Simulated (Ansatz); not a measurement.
**AlAs (F-43m): band gap by G0W0 on HSE06**

It takes space group F-43m (No. 216, cubic). The conventional cell has a = 5.661 Å, b = 5.661 Å, c = 5.661 Å, α = 90.00°, β = 90.00°, γ = 90.00°. Nearest to Al lie 4 As at 2.45 Å. Nearest to As lie 4 Al at 2.45 Å. Farther neighbours are not listed.

| Item | Value |
| --- | --- |
| method | G0W0 on HSE06, plane waves, PAW; PAW set soft_1 (and 1 further level or step) |
| program | Ansatz 0.2.0 |
| settings of one run | cutoff 420 eV, 6×6×6 k-mesh, PAW set soft 1, empty bands 135, screening cutoff 120 eV, screening contour deformation, QP bands (v2, c2) |
| cost | 2 runs, 46 s in all on 1 × NVIDIA H100 80GB HBM3 (shared by 6 runs) with 3 threads of AMD EPYC 7R13 (Zen 3), shared host (the runs of this entry) |
| notes | In doubt: masses and optical values from hybrid runs of this build are listed as unsure (in some of the runs), which bears on the screening that GW takes from such a start. The cell and positions come from the Crystallography Open Database and are kept as given unless a step says otherwise. Limits: no spin-orbit coupling. The differences hold parts that these runs do not separate: finite bands, cutoffs and mesh, points of the zone that were not corrected, the start of G0W0, spin-orbit coupling missing from it, static nuclei, no electron-hole attraction, and what each experiment reads as the gap. How much each gives is not known from the steps shown. |
| HSE06 gap over mesh and listed points | 2.091 eV, from k = Γ to k = (-0.500, -0.500, 0.000) |
| G0W0@HSE06 gap over 9 of 16 irreducible mesh points | 2.374 eV, from k = Γ to k = (0.000, -0.500, -0.500) |
| GW settings | 6×6×6 mesh, 135 empty bands, screening to 120 eV, PAW set soft_1 files |
| known limits | finite bands, screening cutoff and k mesh; no spin-orbit coupling in G0W0 |

Over 9 of 16 irreducible mesh points the G0W0 gap is 2.374 eV, from k = Γ to k = (0.000, -0.500, -0.500). The HSE06 gap of this run on the mesh is 2.080 eV. The two states that bound the G0W0 gap lie that far apart at the start, so the correction of the gap is 2.374 − 2.080 = +0.294 eV. The valence state moves by 5.328 − 5.669 = −0.341 eV and the conduction state by 7.702 − 7.748 = −0.046 eV, on the run's own scale; how far single levels stand from their limit in bands is not shown.

[Runs of the session that timed out or met a known fault of the program may be left out.]

[Cells called generated may have been cut or substituted from an entry of the Crystallography Open Database or the Materials Project.]

[Hosts, paths, dates, database ids (printed as entryN), source tags and the programs' standing remarks are cut or masked in the printed files.]
